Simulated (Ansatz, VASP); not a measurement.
**Cu in VASP and in Ansatz**

```xyz
4
Lattice="2.5308 0.0000 0.0000 -1.2654 2.1917 0.0000 0.0000 0.0000 8.2618" Properties=species:S:1:pos:R:3 pbc="T T T"
Cu    0.0000    0.0000    0.0000
Cu    0.0000    1.4611    2.0655
Cu    0.0000    0.0000    4.1309
Cu    1.2654    0.7306    6.1964
```

This isn't the form of Cu at room conditions, which is fcc.

Alike in both runs: task single point; functional PBEsol; k mesh 6 × 6 × 2; no spin polarisation.

|  | VASP | Ansatz |
| --- | --- | --- |
| version | VASP 6.6.1 | Ansatz 0.2.0 |
| potentials or method | VASP PAW PBE potentials, release 64 (Cu) | plane waves, PAW |
| plane-wave cutoff (eV) | 520 | 420 |
| occupations | methfessel-paxton of order 1, width 0.05 eV | cold, width 0.05 eV |
| valence electrons in the cell | 44 | 76 |

```tsv
	VASP	Ansatz	Ansatz less VASP
pressure (GPa)	-0.5	-1.2	-0.72
largest component of the traceless stress (GPa)	2.80	2.82	+0.022
```

The two sets of potentials don't hold the same shells in valence.

Caveats: the k mesh is coarse (spacing up to 0.48 Å⁻¹), so the values aren't converged; the PAW data sets were made with another functional, which shifts forces and pressure a little (VASP).
